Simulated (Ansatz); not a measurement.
# InSe

Method: PBE, scalar-relativistic; no spin polarisation; PAW, 420 eV, Γ-centred 10×10×6 mesh, 0.05 eV Gaussian smearing; code Ansatz; PAW files: Ansatz's generated set soft_2.

```
CELL_PARAMETERS angstrom
5.74051 -2.06211 -0.12830
5.74051 2.06211 -0.12830
-1.65923 0.00000 5.47404
ATOMIC_POSITIONS crystal
In 0.88794 0.88794 0.05355
In 0.11206 0.11206 0.94645
Se 0.66659 0.66659 0.69583
Se 0.33341 0.33341 0.30417
```

The chain of runs began from a cell as deposited in COD, expanded in volume.

**Question.** Which orbitals make up the states within about 0.6 eV of each band edge?

**Answer.** Valence edge: Se 4p 67 %, In 5p 26 %. Conduction edge: In 5s 40 %, Se 4p 37 %, In 5p 18 %. Shares are among the projected shells; the gap is 1.08 eV.

Density of states (tetrahedra, averaged over 0.3 eV; states/eV per cell of 4 atoms; energy in eV from the Fermi level):

```csv
E (eV),DOS
-6.70,0.00
-6.40,2.72
-6.10,2.85
-5.80,1.31
-5.50,1.74
-5.20,1.78
-4.90,2.10
-4.60,0.82
-4.30,0.05
-4.00,0.62
-3.70,1.88
-3.40,3.52
-3.10,3.24
-2.80,3.61
-2.50,4.25
-2.20,3.67
-1.90,4.85
-1.60,4.52
-1.30,1.82
-1.00,0.93
-0.70,0.40
-0.40,0.00
-0.10,0.00
0.20,0.00
0.50,0.01
0.80,0.33
1.10,1.87
1.40,3.28
1.70,2.75
2.00,1.77
2.30,1.83
2.60,2.11
2.90,3.43
3.20,2.65
3.50,1.64
3.80,2.58
4.10,2.63
4.40,2.23
4.70,2.43
5.00,2.70
5.30,3.26
5.60,3.25
5.90,3.84
```

The conduction edge mixes several shells, so no single label fits the gap.

Semilocal functionals underestimate band gaps, commonly by a third or more. The structure is built of weakly bound layers, and this functional has no dispersion term, so their spacing and all that hangs on it (volume, the soft elastic constants, low modes, dielectric constants) are poorly given.
